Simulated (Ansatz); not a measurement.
Runs of Ansatz 0.2.0 on Cu3Au (Auricupride). It takes space group Pm-3m (No. 221, cubic). The conventional cell has a = 3.740 Å, b = 3.740 Å, c = 3.740 Å, α = 90.00°, β = 90.00°, γ = 90.00°. Au (site symmetry m-3m) has 12 Cu at 2.64 Å as nearest neighbours. Around Cu (site symmetry 4/mmm) lie 4 Au at 2.64 Å and 8 Cu at 2.64 Å. 

```csv
task,level,spin,cell,k mesh,cutoff (eV),smearing,points for each segment of the path,gap on the mesh (eV),pressure (GPa),relaxed volume (Å³/atom)
single point,PBE,off,as given,7 × 7 × 7,420,gaussian 0.014 eV,-,none,5.0,-
single point,PBE,off,as given,7 × 7 × 7,420,gaussian 0.015 eV,-,none,5.0,-
relaxation of cell and atoms,PBEsol+D4,off,relaxed,7 × 7 × 7,420,fermi-dirac 0.05 eV,-,none,0.0,(a)
band structure,r2SCAN,"SOC, no magnetisation",as given,5 × 5 × 5,500,fermi-dirac 0.05 eV,14,none,-1.1,-
single point,PBE,off,as given,7 × 7 × 7,420,gaussian 0.013 eV,-,none,5.0,-
relaxation of cell and atoms,RPBE+D3(BJ),off,relaxed,7 × 7 × 7,420,fermi-dirac 0.05 eV,-,none,0.0,11.17
```

Alike in all rows: potentials or basis Ansatz PAW.

Problem. Fill in the values left out.

Solution. (a) 12.52.

Caveats: the PAW data sets come from PBE, with cores solved anew for the run's functional, which leaves a small shift of forces and pressure (some runs); the plane-wave basis is chosen anew once the cell has moved, so the energies of steps on either side of that aren't comparable (some runs); pairwise dispersion overbinds metals, which lowers pressure and volume (some runs); the volume moved by -15 % from the deposited cell, more than functionals usually miss (some runs).

A k mesh can miss the band edges, and rows without SOC leave out spin-orbit coupling on Au.

A gap of «none» marks a metal or a gap under the smearing width.
